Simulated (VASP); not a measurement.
Write the native input for VASP 6.6.1 that does the following.

```
Task                   : relaxation of cell and atoms
Functional             : rev-vdW-DF2
Potentials or basis    : VASP PAW PBE potentials, release 64 (Pt)
Cutoff                 : 600 eV
k mesh                 : 12 × 12 × 12
Occupations            : fermi-dirac, width 0.05 eV
Spin                   : no spin polarisation
Further INCAR settings : ALGO = Fast; EDIFF = 1e-07; IBRION = 2; EDIFFG = -0.005; NSW = 60; ISIF = 3
```

The structure of Pt lies in POSCAR:

```
Pt
1.0
    0.0000000000      1.9609000000      1.9609000000
    1.9609000000      0.0000000000      1.9609000000
    1.9609000000      1.9609000000      0.0000000000
Pt
1
Direct
    0.0000000000      0.0000000000      0.0000000000
```

The input as run:

INCAR

```
SYSTEM = Pt
AGGAC = 0.0
ALGO = Fast
EDIFF = 1E-7
EDIFFG = -0.005
ENCUT = 600
GGA = MK
IBRION = 2
ISIF = 3
ISMEAR = -1
LASPH = .TRUE.
LCHARG = .FALSE.
LREAL = .FALSE.
LUSE_VDW = .TRUE.
LWAVE = .FALSE.
NELM = 80
NSW = 60
PARAM1 = 0.1234
PARAM2 = 0.711357
PREC = Accurate
SIGMA = 0.05
ZAB_VDW = -1.8867
```

KPOINTS

```
k-points
0
G
  12 12 12
  0 0 0
```

Potentials or basis: VASP PAW PBE potentials, release 64 (Pt).

The run is started by

```console
$ cat potpaw_PBE.64/Pt/POTCAR > POTCAR
$ mpirun -np 1 vasp_std > vasp.out
```

Results of the run:

```
Relaxed volume                         : 15.43 Å³/atom
Relaxed cell                           : a = 2.794 Å, b = 2.794 Å, c = 2.794 Å, α = 60.00°, β = 60.00°, γ = 60.00°
Space group after relaxing (to 0.05 Å) : Fm-3m (No. 225)
Energy gained by relaxing              : 6.5 meV/atom
Ionic steps                            : 3
Pressure after relaxing                : 0.0 GPa
Band gap on the k mesh                 : none (metal or under the smearing width)
```

Caveat: the PAW data sets were made with another functional, which shifts forces and pressure a little.

Run time: 93 s on 1 thread of Intel(R) Xeon(R) Platinum 8375C CPU @ 2.90GHz (Ice Lake), on a shared host, peak memory 0.28 GiB.
